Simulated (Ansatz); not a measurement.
MnO2 (CdI2-type structure)

The computed numbers are results of PBE+U (U_eff = 3.9 eV on Mn 3d), scalar-relativistic (collinear spin) in the plane-wave PAW code Ansatz at 420 eV, Γ-centred 10×10×6 mesh, 0.05 eV Gaussian smearing. The datasets are Ansatz's generated set soft_2.

```
Mn O
1.0
     2.92030    0.00000    0.00000
    -1.46015    2.52905    0.00000
     0.00000    0.00000    5.50702
Mn O
1 2
Direct
  0.00000 0.00000 0.00000
  0.33333 0.66667 0.17287
  0.66667 0.33333 0.82713
```

The start was a prototype's sites filled with these elements. The Crystallography Open Database lists the compound in space groups Pnma, I4/m, P42/mnm, so this is a trial structure.

The geometry is fixed. Moments are started on Mn in several ways. q is the propagation vector of an order in a doubled cell, in units of this cell's reciprocal vectors; doubled cells take an equivalent mesh or are counted from a ferromagnetic run in the same cell, unless said otherwise. Energies count from the first row, the state in which the cell was relaxed.

The starts:
- ferromagnetic
- no spin polarisation
- antiparallel, q = (0, 0, 1/2)
- antiparallel, q = (0, 1/2, 0)
- antiparallel, q = (0, 1/2, 1/2)

(1) Which start ends lowest?

Answer:

(1) Lowest, alike within 0.5 meV/atom: ferromagnetic; antiparallel, q = (0, 0, 1/2).

```tsv
start	largest typed moment (μB)	ΔE (meV/atom)	gap on the mesh (eV)	P (GPa)	final spin moments (μB)
ferromagnetic	3.14*	0.0	1.84	0.0	Mn 2.86; O -0.14
no spin polarisation	0.00	1006.6	metal	-7.6	none
antiparallel, q = (0, 0, 1/2)	3.00*	0.0	1.98	0.0	Mn 2.86, -2.86; O -0.14, 0.14
antiparallel, q = (0, 1/2, 0)	3.00*	19.9	2.00	-0.9	Mn 2.77, -2.77
antiparallel, q = (0, 1/2, 1/2)	3.00*	19.9	2.02	-0.9	Mn 2.77, -2.77
```

A star marks runs that didn't start from the typed moments alone: they went on from the state of an earlier run.

The program noted a lower state or an instability beside: antiparallel, q = (0, 1/2, 0); antiparallel, q = (0, 1/2, 1/2). The lower rows of the table may be what it saw.

The atoms aren't at rest in: no spin polarisation (forces up to 0.56 eV/Å), so relaxing would lower that row.

The row without spin polarisation prices the pairing of the open shell's electrons, in one of several fillings that the shell can take under U, not a magnetic ordering energy.

Only orders that fit these small cells were tried, so the real crystal's order may be another.

With a Hubbard U or exact exchange the result depends on the state in which the open shell ends, and a lower one can't be excluded. Site moments are of spin, integrated over atomic spheres. The structure is built of weakly bound layers, and this functional has no dispersion term, so their spacing and all that hangs on it (volume, the soft elastic constants, low modes, dielectric constants) are poorly given.
